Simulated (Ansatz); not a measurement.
KCl (started from an entry of an open crystallographic database), relaxed with r2SCAN: it is cubic, Pm-3m (No. 221); a = 3.771 Å in the conventional setting, 26.81 Å³ an atom. Around K lie 8 Cl at 3.27 Å; around Cl lie 8 K at 3.27 Å. One-shot G0W0@r2SCAN in Ansatz 0.2.0 on a 4×4×4 mesh (contour deformation, no spin-orbit coupling), from an r2SCAN gap of 5.801 eV over the mesh points (the G0W0 gap is indirect on the mesh); the number N of bands summed and the screening cutoff rise together. Calculated for a static, non-magnetic cell.

```tsv
N	cutoff (eV)	1000/N	G0W0 gap (eV)
95	80	10.526	7.816
209	140	4.785	8.000
```

Question: Lay a straight line in 1000/N through these rows.

Answer: The slope is -0.0321 eV per unit of 1000/N and the intercept 8.153 eV.

Question: Predict the gap at N = 378 (210 eV).

Answer: 8.153 + (-0.0321) × 2.646 = 8.068 eV; the run gives 8.092 eV, +0.024 eV from the line.

Question: With that run's result added, what limit do the last two rows suggest?

Answer: Their slope is (8.092 − 8.000)/(2.646 − 4.785) = -0.0430, which meets 1/N = 0 at 8.21 eV, against 8.153 eV from the first line. The slope steepens, so 1/N isn't yet asymptotic and the true limit probably lies higher still; the k mesh isn't extrapolated.
